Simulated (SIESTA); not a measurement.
Crystal: Sn.

```
Sn
1.0
     0.00000    3.23334    3.23334
     3.23334    0.00000    3.23334
     3.23334    3.23334    0.00000
Sn
2
Direct
  0.75000 0.75000 0.75000
  0.50000 0.50000 0.50000
```

This isn't the form of Sn at room conditions, which is tetragonal (white tin).

| Quantity | Value |
| --- | --- |
| Program | SIESTA 5.4.2 |
| Task | single point |
| Functional | PBE |
| Potentials or basis | PseudoDojo 0.4 standard (PBE files) |
| Basis | DZP (energy shift 0.003 Ry; two zetas on semicore shells) |
| Grid cutoff | 500 Ry |
| Energy shift | 0.003 Ry |
| k mesh | 7 × 7 × 7 |
| Occupations | fermi-dirac, width 0.05 eV |
| Spin | no spin polarisation |

On this cell: pressure 4.1 GPa; largest force zero by symmetry; band gap on the k mesh none (metal or under the smearing width).

The same run follows on a disturbed copy (atoms moved at random, drawn with an rms of 0.05 Å):

```
CELL_PARAMETERS angstrom
0.00000 3.23334 3.23334
3.23334 0.00000 3.23334
3.23334 3.23334 0.00000
ATOMIC_POSITIONS crystal
Sn 0.75132 0.75902 0.76259
Sn 0.49467 0.50900 0.50001
```

**Question.** What changes?

**Answer.** The energy (extrapolated to zero smearing) moves by +12.4 meV/atom; pressure 4.2 GPa; largest force 0.621 eV/Å; band gap on the k mesh none (metal or under the smearing width).

Forces on the atoms (eV/Å):
```
Sn  -0.322 -0.516 -0.126
Sn   0.321  0.516  0.127
```

Stress tensor (GPa, compression positive):
```
 4.25 -0.46 -1.60
-0.46  4.18 -1.01
-1.60 -1.01  4.28
```

Caveats: the basis of atomic orbitals isn't converged, which shifts pressures, moduli and gaps.
